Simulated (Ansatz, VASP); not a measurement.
## InGa3As4 in VASP and in Ansatz

```
In Ga As
1.0
     3.96745    0.00000    0.00000
     0.00000    3.96745    0.00000
     0.00000    0.00000   11.22165
In Ga As
1 3 4
Direct
  0.50000 0.50000 0.00000
  0.00000 0.00000 0.75000
  0.00000 0.00000 0.25000
  0.50000 0.50000 0.50000
  0.50000 0.00000 0.12500
  0.00000 0.50000 0.37500
  0.50000 0.00000 0.62500
  0.00000 0.50000 0.87500
```

Alike in both runs: task single point; functional PBE; k mesh 4 × 4 × 2; occupations gaussian, width 0.1 eV; no spin polarisation.

|  | VASP | Ansatz |
| --- | --- | --- |
| version | VASP 6.6.1 | Ansatz 0.2.0 |
| potentials or method | VASP PAW PBE potentials, release 64 (In_d, Ga_d, As) | scalar-relativistic, plane waves, PAW |
| plane-wave cutoff (eV) | 520 | 420 |
| valence electrons in the cell | 72 | 112 |

Ansatz gave:

- gap on the k mesh at the Fermi level (eV): 0.71
- least direct gap on the mesh (eV): 0.71
- pressure (GPa): 11.0
- largest component of the traceless stress (GPa): 0.79
- rms of the force components (eV/Å): 0.593

**Question.** Estimate VASP's values.

**Answer.** gap on the k mesh at the Fermi level (eV): 0.71; least direct gap on the mesh (eV): 0.71; pressure (GPa): 11.2; largest component of the traceless stress (GPa): 0.79; rms of the force components (eV/Å): 0.592.

Atom by atom the forces differ by 0.001 eV/Å (rms over components). The two sets of potentials don't hold the same shells in valence.

Caveats: spin-orbit coupling is left out, which moves the levels of the heavy elements; forces of over 1 eV/Å show positions far from the minimum, so gaps and moduli don't describe the material at rest. A k mesh can miss the band edges.
